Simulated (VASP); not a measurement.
# WS₂: convergence, energy to pull the layers apart

WS₂, P6_3/mmc (no. 194), 6 atoms in the cell. PBE with ULG; PAW potentials W_sv, S (PBE set). VASP 6.6.1.

Wanted: separation energy at the given spacing within 0.2 meV/Å²; stress along the normal within 0.05 GPa.

The series start from Width added to each gap for the separated layers (Å): 8; ENCUT (eV): 520; k spacing (1/Å): 0.4; PREC: Accurate; LASPH: yes; EDIFF (eV): 1e-7; VDW_RADIUS (Å): 50; LVDW_EWALD: no; ALGO: Normal. Each series keeps the choices made before it, and each single choice may use up half of a tolerance. Times cover all steps of a run.

## Width added to each gap for the separated layers (Å)

| Width added to each gap for the separated layers (Å) | Separation energy at the given spacing (meV/Å²) | Stress along the normal (GPa) | Time (s) |
|---|---|---|---|
| 3 | 6.67 | 2.230 | 22 |
| 5 | 7.97 | 2.230 | 25 |
| 8 | 8.51 | 2.230 | 33 |
| 12 | 8.74 | 2.230 | 42 |
| 16 (reference) | 8.82 | 2.230 | 51 |

Chosen: 12, the loosest value from which every tighter one stays within half of the tolerance.

## ENCUT (eV)

| ENCUT (eV) | Separation energy at the given spacing (meV/Å²) | Stress along the normal (GPa) | Time (s) |
|---|---|---|---|
| 300 | 8.86 | 1.733 | 21 |
| 350 | 8.76 | 2.143 | 26 |
| 400 | 8.75 | 2.236 | 41 |
| 450 | 8.74 | 2.221 | 44 |
| 520 | 8.74 | 2.230 | 42 |
| 600 | 8.74 | 2.274 | 91 |
| 700 | 8.74 | 2.285 | 112 |
| 800 (reference) | 8.74 | 2.278 | 131 |

Chosen: 600.

## k spacing (1/Å)

| k spacing (1/Å) | Separation energy at the given spacing (meV/Å²) | Stress along the normal (GPa) | Time (s) |
|---|---|---|---|
| 0.8 | 4.50 | 1.598 | 49 |
| 0.55 | 7.29 | 2.573 | 74 |
| 0.4 | 8.74 | 2.274 | 91 |
| 0.3 | 8.65 | 2.250 | 84 |
| 0.22 (reference) | 8.65 | 2.247 | 108 |

Chosen: 0.3.

## PREC

| PREC | Separation energy at the given spacing (meV/Å²) | Stress along the normal (GPa) | Time (s) |
|---|---|---|---|
| Low | 8.65 | 2.268 | 35 |
| Normal | 8.65 | 2.249 | 38 |
| Accurate (reference) | 8.65 | 2.250 | 84 |

Chosen: Low.

## LASPH

| LASPH | Separation energy at the given spacing (meV/Å²) | Stress along the normal (GPa) | Time (s) |
|---|---|---|---|
| no | 8.66 | 2.247 | 31 |
| yes (reference) | 8.65 | 2.268 | 35 |

Chosen: no.

## EDIFF (eV)

| EDIFF (eV) | Separation energy at the given spacing (meV/Å²) | Stress along the normal (GPa) | Time (s) |
|---|---|---|---|
| 0.0001 | 8.71 | 2.505 | 20 |
| 1e-5 | 8.66 | 2.238 | 27 |
| 1e-6 | 8.66 | 2.237 | 29 |
| 1e-7 (reference) | 8.66 | 2.247 | 31 |

Chosen: 1e-5.

## VDW_RADIUS (Å)

| VDW_RADIUS (Å) | Separation energy at the given spacing (meV/Å²) | Stress along the normal (GPa) | Time (s) |
|---|---|---|---|
| 10 | 7.54 | 2.317 | 24 |
| 15 | 8.36 | 2.262 | 23 |
| 25 | 8.60 | 2.243 | 23 |
| 35 | 8.64 | 2.240 | 27 |
| 50 | 8.66 | 2.238 | 27 |
| 70 (reference) | 8.66 | 2.238 | 26 |

Chosen: 25.

## LVDW_EWALD

| LVDW_EWALD | Separation energy at the given spacing (meV/Å²) | Stress along the normal (GPa) | Time (s) |
|---|---|---|---|
| no | 8.60 | 2.243 | 23 |
| yes | 8.67 | 2.238 | 28 |

Chosen: no; no other choice that stays within half of the tolerance saves 30 % of the time.

## ALGO

| ALGO | Separation energy at the given spacing (meV/Å²) | Stress along the normal (GPa) | Time (s) |
|---|---|---|---|
| Normal | 8.60 | 2.243 | 23 |
| Fast | 8.60 | 2.290 | 30 |
| All | 8.60 | 2.247 | 30 |

Chosen: Normal.

## All choices together

| Input | Separation energy at the given spacing (meV/Å²) | Stress along the normal (GPa) | Time (s) |
|---|---|---|---|
| program defaults, coarse mesh (naive) | 4.61 | 0.447 | 3.9 |
| chosen settings | 8.60 | 2.243 | 23 |
| reference settings throughout | 8.75 | 2.251 | 226 |

The tolerance is met.

## The input

INCAR:
```
SYSTEM = WS2
  ALGO = Normal
  EDIFF = 1E-5
  ENCUT = 600
  GGA = PE
  GGA_COMPAT = .FALSE.
  ISIF = 2
  ISMEAR = 0
  IVDW = 3
  KPAR = 4
  LASPH = .FALSE.
  LCHARG = .FALSE.
  LREAL = .FALSE.
  LWAVE = .FALSE.
  NELM = 150
  PREC = Low
  SIGMA = 0.02
  VDW_RADIUS = 25.0
```

KPOINTS.step1:
```
Automatic mesh
0
Gamma
  8 8 2
  0 0 0
```

KPOINTS.step2:
```
Automatic mesh
0
Gamma
  8 8 1
  0 0 0
```

POSCAR.step1:
```
WS2
1.0
    3.1800000000      0.0000000000      0.0000000000
   -1.5900000000      2.7539607840      0.0000000000
    0.0000000000      0.0000000000     12.5000000000
W S
2 4
Direct
    0.6666666670      0.3333333330      0.7500000000
    0.3333333330      0.6666666670      0.2500000000
    0.6666666670      0.3333333330      0.3750000000
    0.3333333330      0.6666666670      0.8750000000
    0.6666666670      0.3333333330      0.1250000000
    0.3333333330      0.6666666670      0.6250000000
```

POSCAR.step2:
```
WS2
1.0
    3.1800000000      0.0000000000      0.0000000000
   -1.5900000000      2.7539607840      0.0000000000
    0.0000000000      0.0000000000     36.5000000000
W S
2 4
Direct
    0.6666666670      0.3333333330      0.5856164380
    0.3333333330      0.6666666670      0.0856164380
    0.6666666670      0.3333333330      0.1284246580
    0.3333333330      0.6666666670      0.6284246580
    0.6666666670      0.3333333330      0.0428082190
    0.3333333330      0.6666666670      0.5428082190
```

Commands (each step's output is kept before the next begins):
```
cat potpaw_PBE.64/W_sv/POTCAR potpaw_PBE.64/S/POTCAR > POTCAR
cp KPOINTS.step1 KPOINTS
cp POSCAR.step1 POSCAR
mpirun -np 4 vasp_std > vasp.out
rm WAVECAR CHG
cp KPOINTS.step2 KPOINTS
cp POSCAR.step2 POSCAR
mpirun -np 4 vasp_std > vasp.out
```

The chosen input took VASP 6.6.1 23 s on 4 cores (Intel Xeon 6975P-C (Granite Rapids)), a shared host.

## An input that fails: ENCUT 150

It runs to its end, but against the unchanged starting input it is off by 2.69 meV/Å² in the separation energy at the given spacing, 41.521 GPa in the stress along the normal.

Changes against the starting input:
```
(all steps)
- ENCUT = 520
+ ENCUT = 150
```
